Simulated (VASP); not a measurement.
Set up this calculation in VASP 6.6.1, as the native input.

| Quantity | Value |
| --- | --- |
| Task | single point |
| Functional | LDA |
| Potentials or basis | VASP PAW LDA potentials, release 64 (Mg) |
| Cutoff | 520 eV |
| k mesh | 18 × 18 × 18 |
| Occupations | gaussian, width 0.15 eV |
| Spin | no spin polarisation |
| Dipole correction | no |
| Further INCAR settings | ALGO = Fast; EDIFF = 1e-07; NBANDS = 7 |

The structure of Mg lies in POSCAR:

```
Mg
1.0
    0.0000000000      2.1600964000      2.2442560000
    2.1600964000      0.0000000000      2.2442560000
    2.1600964000      2.1600964000      0.0000000000
Mg
1
Direct
    0.0000000000      0.0000000000      0.0000000000
```

This isn't the form of Mg at room conditions, which is hcp.

The cell isn't the ideal one: strain -0.0375 x Voigt [1, 1, 0, 0, 0, 0], atoms carried along.

The input as run:

INCAR

```
SYSTEM = Mg
PREC = Accurate ; ENCUT = 520
EDIFF = 1E-7 ; ISMEAR = 0
SIGMA = 0.15 ; LREAL = .FALSE.
LASPH = .TRUE. ; NELM = 100
ALGO = Fast ; ISIF = 2
LWAVE = .FALSE. ; LCHARG = .TRUE.
GGA = CA ; LELF = .TRUE.
LVHAR = .TRUE. ; NBANDS = 7
```

KPOINTS

```
regular mesh
0
G
  18 18 18
  0 0 0
```

Potentials or basis: VASP PAW LDA potentials, release 64 (Mg).

The run is started by

```console
$ cat potpaw_LDA.64/Mg/POTCAR > POTCAR
$ mpirun -np 1 vasp_std > vasp.out
```

Results of the run:

```yaml
Pressure: 1.3 GPa
Band_gap_on_the_k_mesh: none (metal or under the smearing width)
```

Run time: 27 s on 1 thread of Intel(R) Xeon(R) Platinum 8488C (Sapphire Rapids) (shared host), peak memory 0.18 GiB.
